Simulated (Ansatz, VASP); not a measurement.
**BAs in VASP and in Ansatz**

```
CELL_PARAMETERS angstrom
0.00000 2.36627 2.36627
2.36627 0.00000 2.36627
2.36627 2.36627 0.00000
ATOMIC_POSITIONS crystal
B 0.00000 0.00000 0.00000
As 0.25000 0.25000 0.25000
```

Alike in both runs: functional LDA; k mesh 10 × 10 × 10; occupations gaussian, width 0.02 eV; no spin polarisation.

Ansatz relaxed the structure, and its values are those at the end. VASP's run is a single point on that final structure, the one shown.

|  | VASP | Ansatz |
| --- | --- | --- |
| version | VASP 6.6.1 | Ansatz 0.2.0 |
| potentials or method | VASP PAW LDA potentials, release 64 (B, As) | scalar-relativistic, plane waves, PAW |
| plane-wave cutoff (eV) | 520 | 420 |
| valence electrons in the cell | 8 | 18 |

```tsv
	VASP	Ansatz	Ansatz less VASP
gap on the k mesh at the Fermi level (eV)	1.10	1.10	+0.008
least direct gap on the mesh (eV)	3.29	3.29	+0.004
pressure (GPa)	0.9	0.0	-0.96
```

The two sets of potentials don't hold the same shells in valence.

A k mesh can miss the band edges.
